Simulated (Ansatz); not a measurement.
The cell is COD entry 1532890, as deposited and not checked against the literature; nothing was relaxed.

Rb: DFT, PBE, PAW with Ansatz's default frozen-core files, scalar-relativistic (Ansatz 0.2.0).

Command: `ansatz run input.yaml --threads 1 --pin off --max-ram 3072MiB --backend cpu --events-out ev --progress --plain --runs-dir out` The run took about 56 s on 1 thread of a shared machine.

```yaml
crystal:
  lattice:
    - [5.74, 0.0, 0.0]
    - [0.0, 4.64, 0.0]
    - [0.0, 0.0, 12.38]
  atoms:
    - { symbol: Rb, position: [0.047, 0.25, 0.893] }
    - { symbol: Rb, position: [0.453, 0.75, 0.393] }
    - { symbol: Rb, position: [0.547, 0.25, 0.607] }
    - { symbol: Rb, position: [0.953, 0.75, 0.107] }
kpoints:
  mp_grid: { grid: [6, 7, 3] }
  band_path:
    path:
      - [0.0, 0.0, 0.0]
      - [0.5, 0.0, 0.0]
      - [0.5, 0.5, 0.0]
      - [0.0, 0.5, 0.0]
      - [0.0, 0.0, 0.0]
      - [0.0, 0.0, 0.5]
      - [0.5, 0.0, 0.5]
      - [0.5, 0.5, 0.5]
      - [0.0, 0.5, 0.5]
    npoints: 8
scf:
  occupations: { method: fermi_dirac, width: 0.05 }
hamiltonian:
  xc: pbe
  pseudopotentials: { kind: paw }
output:
  forces: true
  stress: true
  eigenvalues: true
  efg: { contact_densities: true }
  populations: true
  bader: true
  dos: { projected: true, de: 0.2, e_range: [-14, 8] }
```

Output:

```
Rb: output.efg is read without spin–orbit coupling, which moves field gradients at and beside such atoms by some per cent and up to a factor of two; PAW files take it under magnetization.noncollinear and magnetization.spin_orbit
Engine: ansatz 0.2.0
Pseudopotentials: kind: paw
Pseudopotential: Rb, paw, valence charge 9, recommended cutoff 420 eV (normal)
Functional definition: PBE
  parameter kappa = 0.804
  parameter beta = 0.06672455060314922
  exchange = pbe_x(kappa = kappa, mu = beta*pi^2/3)
  correlation = pbe_c(beta = beta)
Crystal: 4 atoms, lattice volume = 329.724 Å³
Basis set: ecut = 420 eV, 6489 PW (Γ), exchange–correlation on 80×64×180 points (8 copies of the dense FFT grid, shifted against one another)
Bands: 22, of which v1, the nominal top of the filled ones, is band 18 counted from 1 (17 counted from 0)
Symmetry: 8 space group operations
Space group: Pnma (ITA 62), of the structure as read, at distance tolerance 6.9e-5 Å
k-points: 32 of 126
Non-local potential: Rb, projectors of the file, l = 0: 3, l = 1: 2, l = 2: 2
PAW form: soft (Blöchl's): semilocal exchange-correlation on the pseudo side does not see the compensation charge
PAW one-centre angular grid: Rb, 110 points (default); XC on 64 Gauss nodes
Initial density: superposition of atomic densities (neutral atoms: chi_scale 0, normalization atom), corrected by the library's trained network
Initial wavefunctions: pseudopotential atomic-orbital guess
Functional: x = pbe(κ = 0.804, μ = 0.2195149727645171), c = pbe(β = 0.06672455060314922)
SCF iter   1: F=—  HF=-13068.016520 eV  |F-HF|=—  |Δ(HF+E_count)|=         —  Δρ=9.57e-4  dr2=8.56e-3  ethr=1.77e-3  ⟨swp⟩=10.2  Hψ=8730  notcnv=0
automatic band count: the SCF goes on with 26 bands, as 22 were too few: the levels above may hold too much charge
preconditioner: auto → Kerker (q_TF=auto, 1.886 Å⁻¹)  [metal: Δε(μ)=0.036 eV  Ē_g=2.180 eV  σ=0.050 eV  W_gap=0.18  n_scr=42 (ndim 8)  ℏωp=4.1 eV  f_vac=0.000  D(μ)=3.28/eV (n_scr^D=10)]
SCF iter   2: F=—  HF=-13068.018840 eV  |F-HF|=—  |Δ(HF+E_count)|=   2.32e-3  Δρ=6.93e-4  dr2=5.33e-3  ethr=2.38e-5  ⟨swp⟩=2.3  Hψ=1484  notcnv=0  defer=4
SCF iter   3: F=—  HF=-13068.019725 eV  |F-HF|=—  |Δ(HF+E_count)|=   8.85e-4  Δρ=2.67e-4  dr2=9.71e-4  ethr=1.48e-5  ⟨swp⟩=1.9  Hψ=934  notcnv=0  defer=4
SCF iter   4: F=—  HF=-13068.019702 eV  |F-HF|=—  |Δ(HF+E_count)|=   2.30e-5  Δρ=1.06e-4  dr2=7.20e-5  ethr=2.70e-6  ⟨swp⟩=1.9  Hψ=887  notcnv=0  defer=4
SCF iter   5: F=—  HF=-13068.019770 eV  |F-HF|=—  |Δ(HF+E_count)|=   6.80e-5  Δρ=3.52e-5  dr2=9.19e-6  ethr=2.00e-7  ⟨swp⟩=2.6  Hψ=1223  notcnv=0  defer=4
SCF iter   6: F=—  HF=-13068.019777 eV  |F-HF|=—  |Δ(HF+E_count)|=   7.07e-6  Δρ=1.41e-5  dr2=8.55e-7  ethr=2.55e-8  ⟨swp⟩=2.9  Hψ=1326  notcnv=0  defer=4
SCF iter   7: F=-13068.019778 eV  HF=-13068.019778 eV  |F-HF|=4.85e-8  |Δ(HF+E_count)|=   5.57e-7  Δρ=2.95e-6  dr2=6.54e-8  ethr=2.78e-10  ⟨swp⟩=6.9  Hψ=4552  notcnv=0
SCF 1 converged in 7 iterations: F = -13068.019778 eV  dr2 = 6.54e-8
  greatest PAW one-centre occupation: 0.975 electrons in one spin orbital (limit 2), on the Rb atom at site 3 (counted from 0), in its partial waves of l = 0
NSCF: frozen V_eff on 65 k-points
SCF converged after 7 iterations
Free energy (F): -13068.019778 eV
Harris-Foulkes:  -13068.019778 eV  (|F-HF|=4.85e-8)
Internal energy: -13067.992405 eV  (E = F + TS)
E sigma→0 (E₀):  -13068.006091 eV
Entropy (-TS):   -0.027372 eV (-6.843 meV/atom)
Fermi energy:    2.456267 eV
--- Per-component energies (eV) ---
  E_band       = -472.205491
  E_kinetic    = 764.754479
  E_local      = -2927.362734  (includes V_loc(G=0)·N_el)
  E_nonlocal   = 695.747882
  E_hartree    = 842.305031
  E_xc         = -517.910444
  E_vxc        = -541.862323  (∫ρ·V_xc dr)
  E_paw        = -10472.302976  (= ΣΔE_a)
  E_vpaw       = -148.089158  (= ΣTr[D̂ρ^β])
  E_aug_tail   = -0.000004  (compensation charges beyond the density's cutoff)
  E_ewald      = -1453.223639
  E_smearing   = -0.027372  (= −TS)
  E_closure    = 0.000000  (closes the sum)
  Σ components = -13068.019778   (vs F -13068.019778, Δ=0.00e0)
--- Forces (eV/Å), atoms counted from 1 ---
  atom   1  Rb     0.20205520     0.00000000    -0.73835439
  atom   2  Rb    -0.20205520     0.00000000    -0.73835439
  atom   3  Rb     0.20205520    -0.00000000     0.73835439
  atom   4  Rb    -0.20205520    -0.00000000     0.73835439
  max |Σ_I F_I| component: 1.11e-16 eV/Å
--- Stress (GPa, compression-positive) ---
       -0.571431      -0.000000       0.000000
       -0.000000       1.874672       0.000000
        0.000000       0.000000       2.065626
  P = ⅓ Tr σ = 1.1230 GPa (11.230 kbar)
--- PAW observables at the nuclei: V_zz in 10²¹ V/m², potentials from the cell's mean, atoms counted from 1 ---
  atom   1  Rb V_zz =    -2.125773   η = 0.5156   by run symmetry: allowed
            electrostatic potential = -5298.763215 V   contact ρ = 361986.545346 e/Å³
  atom   2  Rb V_zz =    -2.125773   η = 0.5156   by run symmetry: allowed
            electrostatic potential = -5298.763215 V   contact ρ = 361986.545346 e/Å³
  atom   3  Rb V_zz =    -2.125773   η = 0.5156   by run symmetry: allowed
            electrostatic potential = -5298.763215 V   contact ρ = 361986.545346 e/Å³
  atom   4  Rb V_zz =    -2.125773   η = 0.5156   by run symmetry: allowed
            electrostatic potential = -5298.763215 V   contact ρ = 361986.545346 e/Å³
--- Band table (eV; the first three rows and the last of 32) ---
  k-point 0: bands = ["-26.9416", "-26.9367", "-26.8442", "-26.8392", "-11.3373", "-11.2768", "-11.1415", "-11.1312", "-11.0066", "-10.9712", "-10.8719", "-10.8338", "-10.8236", "-10.7901", "-10.7786", "-10.7536", "0.3380", "1.4627", "1.5987", "3.2014", "3.7801", "3.8817", "4.3070", "4.4246", "4.8885", "5.1018"]
  k-point 1: bands = ["-26.9404", "-26.9380", "-26.8429", "-26.8404", "-11.3237", "-11.2937", "-11.1390", "-11.1338", "-10.9988", "-10.9811", "-10.8624", "-10.8429", "-10.8033", "-10.7871", "-10.7814", "-10.7691", "0.4816", "0.8952", "2.2696", "2.9118", "3.8823", "4.0233", "4.0879", "4.4399", "4.8677", "5.0408"]
  k-point 2: bands = ["-26.9360", "-26.9311", "-26.8482", "-26.8432", "-11.3394", "-11.2829", "-11.1912", "-11.1735", "-10.9977", "-10.9621", "-10.8764", "-10.8387", "-10.8006", "-10.8004", "-10.7839", "-10.7379", "0.5287", "1.6412", "1.7403", "3.4099", "3.8985", "3.9564", "4.3835", "4.5268", "4.9454", "4.9956"]
  k-point 31: bands = ["-26.8972", "-26.8972", "-26.8755", "-26.8755", "-11.3406", "-11.3406", "-11.3263", "-11.3263", "-10.9390", "-10.9390", "-10.9078", "-10.9078", "-10.7788", "-10.7788", "-10.7534", "-10.7534", "2.8965", "2.8965", "3.1336", "3.1336", "3.6046", "3.6046", "3.9845", "3.9845", "4.5533", "4.5533"]
--- Löwdin populations: 4 sites ---
  site symbol       q [e]
     0     Rb      8.9299
     1     Rb      8.9299
     2     Rb      8.9299
     3     Rb      8.9299
  spilling = 0.007794 (of n_electrons = 36.000000)
--- Bader charges: 4 sites ---
  site symbol  charge [e]  shift [e]
     0     Rb      0.0000     0.0000
     1     Rb      0.0000     0.0000
     2     Rb      0.0000     0.0000
     3     Rb      0.0000     0.0000
  estimated error of the sums over rays = 1.7e-4 e
```

populations.tsv:

```
# site	symbol	l	j	q
# orbitals = lowdin
# n_electrons = 36.000000
# spilling = 0.007794
0	Rb	0_4S	-	1.980793
0	Rb	0_5S	-	0.961372
0	Rb	1_4P	-	5.987690
1	Rb	0_4S	-	1.980793
1	Rb	0_5S	-	0.961372
1	Rb	1_4P	-	5.987690
2	Rb	0_4S	-	1.980793
2	Rb	0_5S	-	0.961372
2	Rb	1_4P	-	5.987690
3	Rb	0_4S	-	1.980793
3	Rb	0_5S	-	0.961372
3	Rb	1_4P	-	5.987690
```

bader_charges.tsv:

```
# site	symbol	x_ang	y_ang	z_ang	partial_charge_e	electrons	volume_ang3	relative_density_drop	shared_charge_e	partial_wave_shift_e
# quadrature_error_electrons = 1.7e-4
0	Rb	0.2698	1.1600	11.0553	-0.00001	37.00001	82.43	-	-0.00001	0.00000
1	Rb	2.6002	3.4800	4.8653	0.00001	36.99999	82.43	-	0.00001	0.00000
2	Rb	3.1398	1.1600	7.5147	0.00000	37.00000	82.43	-	0.00000	0.00000
3	Rb	5.4702	3.4800	1.3247	0.00000	37.00000	82.43	-	0.00000	0.00000
```
